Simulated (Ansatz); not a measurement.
GaP: band structure with r2SCAN+rVV10

**Measured values to compare with.**

From “Stacking defects in GaP nanowires: Electronic structure and optical properties”, 2018, arxiv:1810.01194, for a bulk crystal of GaP at 10 K: band gap 2.34 eV (indirect).

The system is GaP.

```
Ga P
1.0
     0.00000    2.72525    2.72525
     2.72525    0.00000    2.72525
     2.72525    2.72525    0.00000
Ga P
1 1
Direct
  0.00000 0.00000 0.00000
  0.25000 0.25000 0.25000
```

```yaml
Program: Ansatz 0.2.0
Task: band structure
Functional: r2SCAN
Dispersion: rVV10
Potentials_or_basis: Ansatz NC or PseudoDojo by element
Cutoff: 1088 eV
Density_cutoff: 4354 eV
k_mesh: 8 × 8 × 8
Occupations: fermi-dirac, width 0.025 eV
Spin: no spin polarisation
Driver: chain
Path: "[[\"G\", \"X\", \"W\", \"K\", \"G\", \"L\", \"U\", \"W\", \"L\", \"K\"], [\"U\", \"X\"]]"
Points_for_each_segment_of_the_path: 14
```

| Quantity | Value |
| --- | --- |
| Band gap on the k mesh | 1.82 eV, indirect (least direct gap 2.18 eV) |
| Band gap along the path | 1.78 eV, indirect (least direct gap 2.18 eV) |

Levels at the corners of the path, in eV from the valence-band top:
| point | band 7 | band 8 | band 9 | band 10 | band 11 | band 12 |
| --- | --- | --- | --- | --- | --- | --- |
| Γ | 0.00 | 0.00 | 0.00 | 2.18 | 4.09 | 4.09 |
| X | -7.07 | -2.84 | -2.84 | 1.87 | 2.00 | 11.20 |
| W | -6.86 | -3.74 | -3.58 | 5.03 | 5.19 | 6.48 |
| K | -6.85 | -4.12 | -2.39 | 2.41 | 5.12 | 8.72 |
| Γ | 0.00 | 0.00 | 0.00 | 2.18 | 4.09 | 4.09 |
| L | -6.93 | -1.19 | -1.19 | 1.91 | 5.00 | 5.00 |
| U | -6.85 | -4.12 | -2.39 | 2.41 | 5.12 | 8.72 |
| W | -6.86 | -3.74 | -3.58 | 5.03 | 5.19 | 6.48 |
| L | -6.93 | -1.19 | -1.19 | 1.91 | 5.00 | 5.00 |
| K | -6.85 | -4.12 | -2.39 | 2.41 | 5.12 | 8.72 |
| U | -6.85 | -4.12 | -2.39 | 2.41 | 5.12 | 8.72 |
| X | -7.07 | -2.84 | -2.84 | 1.87 | 2.00 | 11.20 |

Run time: 25 s on 2 threads of Arm Neoverse V2, on a shared host, peak memory 0.9 GiB.

Measured gap of GaP: 2.34 eV (indirect; 10 K; quoted in “Stacking defects in GaP nanowires: Electronic structure and optical properties”, 2018, arxiv:1810.01194). This calculation gives 1.78 eV (-0.56 eV). Spin-orbit coupling on Ga is left out. The value is that of r2SCAN+rVV10, without temperature or zero-point motion.
